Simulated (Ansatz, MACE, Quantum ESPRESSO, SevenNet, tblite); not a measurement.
**Bulk modulus of hcp Mg, size series (64 atoms) across programs**

How stiff is hcp Mg, size series (64 atoms) under an even change of volume, and do other programs and learned potentials give the same pressure and slope as plane waves?

Results are calculated, not measured.

## Step 1: Set-up

The cell holds 64 atoms (64 Mg), with edges of 12.84, 12.84 and 10.42 Å. Recipe: hcp Mg (a = 3.209 Å, c = 5.211 Å), 4 x 4 x 2 conventional cells; every coordinate displaced by a Gaussian of 0.05 Å. Then the atoms were relaxed with SevenNet 0 in the fixed cell.

Bonds by pair of elements; cutoffs follow the first minimum of g(r), held within bounds set by covalent radii, and pairs that aren't listed don't count as bonded:

```csv
pair A-B,cutoff (Å),bonds,mean length (Å),spread (Å),shortest (Å),B about A,A about B
Mg-Mg,3.62,384,3.20,0.011,3.17,12,12
```

## Step 2: The reference input

Quantum ESPRESSO 7.5: Kohn-Sham DFT, PBE, SSSP efficiency 1.3.0 pseudopotentials, plane waves. Its input, pw.in, for the unchanged cell:

```
&control
  calculation = 'scf'
  pseudo_dir = './pseudo'
  outdir = './tmp'
  disk_io = 'none'
  tprnfor = .true.
  tstress = .true.
/
&system
  ibrav = 0
  nat = 64
  ntyp = 1
  ecutwfc = 45
  ecutrho = 360
  nosym = .true.
  occupations = 'smearing'
  smearing = 'fd'
  degauss = 0.003675
/
&electrons
  conv_thr = 3.2e-07
  electron_maxstep = 100
  mixing_beta = 0.2
  mixing_mode = 'local-TF'
  diagonalization = 'david'
/
ATOMIC_SPECIES
Mg 24.305 Mg.upf
CELL_PARAMETERS angstrom
12.83600 0.00000 0.00000
-6.41800 11.11630 0.00000
0.00000 0.00000 10.42200
ATOMIC_POSITIONS crystal
Mg 0.00060 0.00022 0.00140
Mg 0.08391 0.16792 0.24920
Mg 0.00044 0.99982 0.50038
Mg 0.08190 0.16636 0.75051
[... 58 atom lines left out ...]
Mg 0.74919 0.75006 0.50060
Mg 0.83248 0.91593 0.75025
K_POINTS gamma
```

```console
$ OMP_NUM_THREADS=1 mpirun -np 4 pw.x -in pw.in > output.txt
```

Run time: 59 s. Hardware: 4 MPI ranks of Intel Xeon Platinum 8375C at 2.90GHz (Ice Lake), shared host; peak memory 2.7 GiB.

It converged with an r.m.s. force component of 0.016 eV/Å and a pressure of -0.75 GPa.

## Step 3: Programs and settings

Every level solves the same cells as single points. CPU time is summed over a level's finished runs, on a host shared with the other runs, so it is rough; the force column is the median over cells of the r.m.s. difference of force components from the reference.

| level | basis or training data | k-points | runs finished | CPU time | peak memory (GiB) | force difference (meV/Å) |
| --- | --- | --- | --- | --- | --- | --- |
| QE, PBE | plane waves, SSSP efficiency, 45/360 Ry | Γ | 3 of 3 | 11 min | 2.8 | reference |
| tblite GFN1-xTB | tight binding with its own dispersion term | Γ | 3 of 3 | 7.1 s | 0.1 | 19 |
| MACE MP-0b3 medium | trained on PBE(+U) plane-wave data | - | 3 of 3 | 21 s | 0.8 | 3.2 |
| SevenNet 0 | trained on PBE(+U) plane-wave data | - | 3 of 3 | 20 s | 0.67 | 4.1 |

The reference's own r.m.s. force component runs from 14 to 17 meV/Å over these cells. SevenNet 0 relaxed the atoms, so in the cells that it relaxed its own forces are small, and its entry isn't an independent test there.

## Step 4: Pressure against volume

The cell is scaled evenly, and at each volume SevenNet 0 relaxes the atoms again before the single points. The unchanged volume is 23.236 Å³ an atom. Pressures in GPa:

| level | -3 % | 0 | +3 % |
| --- | --- | --- | --- |
| QE, PBE | 0.36 | -0.75 | -1.70 |
| tblite GFN1-xTB | 24.16 | 21.78 | 19.20 |
| MACE MP-0b3 medium | 0.57 | -0.45 | -1.34 |
| SevenNet 0 | 0.69 | -0.44 | -1.43 |

Energy less that of the unchanged cell at the same level, in meV an atom:

| level | -3 % | +3 % |
| --- | --- | --- |
| QE, PBE | -0.92 | 5.40 |
| tblite GFN1-xTB | 100.24 | -89.06 |
| MACE MP-0b3 medium | 0.21 | 3.94 |
| SevenNet 0 | 0.49 | 4.12 |

## Step 5: Moduli

From the three volumes nearest the unchanged one: B from the slope of pressure against ln V and from the curvature of the energy, the pressure that the slope of the energy implies, and the volume change at which the printed pressure crosses zero (a dash if it doesn't within the range).

```
             level  B from pressures (GPa)  B from energies (GPa)  printed pressure (GPa)  pressure from energies (GPa)  zero pressure at (%)
           QE, PBE                    34.3                   34.3                   -0.75                         -0.73                  -2.0
   tblite GFN1-xTB                    82.7                   85.6                   21.78                         21.75                     -
MACE MP-0b3 medium                    31.8                   31.7                   -0.45                         -0.43                  -1.3
        SevenNet 0                    35.2                   35.3                   -0.44                         -0.42                  -1.2
```

As a check by hand on the reference: from -3 to +3 % the pressure falls by 2.06 GPa while ln V grows by 0.0600, a ratio of 34.3 GPa.

## Step 6: Findings

The plane-wave reference (PBE) gives a bulk modulus of 34.3 GPa from its pressures, at a volume where its pressure is -0.75 GPa; that pressure crosses zero at -2.0 %. Learned potentials: MACE MP-0b3 medium 31.8 GPa (-7 %) and SevenNet 0 35.2 GPa (+3 %); their pressures lie +0.30 to +0.31 GPa from the reference's. Tight binding: tblite GFN1-xTB 82.7 GPa (+141 %); its pressure lies +22.54 GPa from the reference's.

The moduli are read at one volume but at unlike pressures, and a cell under tension is as a rule softer than one under compression. Moduli from the energies run from 32 to 86 GPa, within 10 % of those from pressures.

Caveats: The atoms follow SevenNet 0, not each level's own minimum, so these moduli only approach relaxed ones and hang on that choice. Three points at finite strain give rough moduli, at the given volume rather than at zero pressure. Pressures at a fixed plane-wave cutoff or in a small atom-centred basis hold some basis error. The reference samples only Γ, in a cell whose shortest periodic width is 10 Å. The reference isn't exact: its cutoffs and mesh weren't converged further here. The learned potentials mimic data converged in k, so the sampling error of the reference's coarse mesh counts against them here, while programs on the same mesh share it. Where levels are smeared, the DFT runs use Fermi–Dirac occupations at 580 K (0.05 eV), and energies are free energies.

[Logs are printed without paths, hosts, clocks, repeated set-up lines and the standing remarks that a program may print on its own settings, such as how far it seeks lower states.]

[Hosts, paths, dates, database ids (printed as entryN), source tags and the programs' standing remarks are cut or masked in the printed files.]
